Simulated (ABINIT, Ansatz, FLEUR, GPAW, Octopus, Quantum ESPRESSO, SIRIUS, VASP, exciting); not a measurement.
## One calculation of Bi, 10 ways

```
CELL_PARAMETERS angstrom
2.26750 1.30914 3.93800
-2.26750 1.30914 3.93800
0.00000 -2.61828 3.93800
ATOMIC_POSITIONS crystal
Bi 0.76600 0.76600 0.76600
Bi 0.23400 0.23400 0.23400
```

Alike in all runs: task single point; functional PBEsol; k mesh 7 × 7 × 7; occupations fermi-dirac, width 0.05 eV; no spin polarisation; no spin-orbit coupling. Pressure is positive in compression and, in plane waves, holds the error of the finite cutoff.

```csv
program and potentials,plane-wave cutoff (eV),notes,pressure (GPa),largest force (eV/Å)
"FLEUR, all-electron, FLAPW",-,-,-,0.137
"GPAW, PAW data sets generated for this functional",600,-,-0.44,0.124
"Quantum ESPRESSO, PseudoDojo 0.4.1 SR PBEsol standard",898,-,-0.34,0.149
"exciting, all-electron LAPW+lo, shipped species files, valence relativity iora*",-,-,-,0.144
"Ansatz, all-electron LAPW, scalar-relativistic",-,-,-0.33,0.131
"Octopus, pseudodojo_pbesol (PseudoDojo 0.4, PBEsol)",-,-,-,0.150
"SIRIUS, PseudoDojo 0.4.1 PBEsol standard (scalar relativistic)",915,-,-0.31,0.148
"VASP, PBE PAW files Bi_d, 520 eV",520,potentials made for PBE,-0.41,0.135
"ABINIT, PseudoDojo NC SR PBEsol v0.4.1 standard",898,-,-0.32,0.149
"SIRIUS, all-electron FP-LAPW, apw+lo standard",-,-,-,0.142
```

Force on atom 1 (Bi), eV/Å:

| program and potentials | x | y | z |
| --- | --- | --- | --- |
| FLEUR, all-electron, FLAPW | 0.000 | 0.000 | -0.137 |
| GPAW, PAW data sets generated for this functional | 0.000 | 0.000 | -0.124 |
| Quantum ESPRESSO, PseudoDojo 0.4.1 SR PBEsol standard | 0.000 | 0.000 | -0.149 |
| exciting, all-electron LAPW+lo, shipped species files, valence relativity iora* | 0.000 | 0.000 | -0.144 |
| Ansatz, all-electron LAPW, scalar-relativistic | 0.000 | 0.000 | -0.131 |
| Octopus, pseudodojo_pbesol (PseudoDojo 0.4, PBEsol) | 0.000 | 0.000 | -0.150 |
| SIRIUS, PseudoDojo 0.4.1 PBEsol standard (scalar relativistic) | 0.000 | 0.000 | -0.148 |
| VASP, PBE PAW files Bi_d, 520 eV | 0.000 | 0.000 | -0.135 |
| ABINIT, PseudoDojo NC SR PBEsol v0.4.1 standard | 0.000 | 0.000 | -0.149 |
| SIRIUS, all-electron FP-LAPW, apw+lo standard | 0.000 | 0.000 | -0.142 |

The pressure spans -0.44 (GPAW, PAW data sets generated for this functional) to -0.31 GPa (SIRIUS, PseudoDojo 0.4.1 PBEsol standard (scalar relativistic)), with all-electron results at -0.33.

Differences between rows come from potentials, basis sets and numerical settings, since the functional is the same but for its coding. Runs on potential files found faulty are left out.

All ten runs give a force along the trigonal axis that pushes the two atoms towards the evenly spaced arrangement, so at this fixed cell the functional favours a weaker Peierls distortion than the one imposed. That distortion splits each atom's neighbours into short and long bonds because the half-filled p bands gain energy from it, a gain opposed by short-range repulsion. The negative pressures show that the cell would also tend to contract with the atoms held at these coordinates. Spin-orbit coupling, strong in the Bi 6p shell, would probably shift both balances.

The four PseudoDojo runs agree closely, at 0.148 to 0.150 eV/Å, but this mainly shows that different codes treat similar potentials alike. They lie above the unmarked all-electron values, 0.131 to 0.142 eV/Å, which themselves scatter more widely. The direction of the force is therefore secure for this functional, its exact size less so. Without a force constant, the force doesn't tell how far the atoms would move.
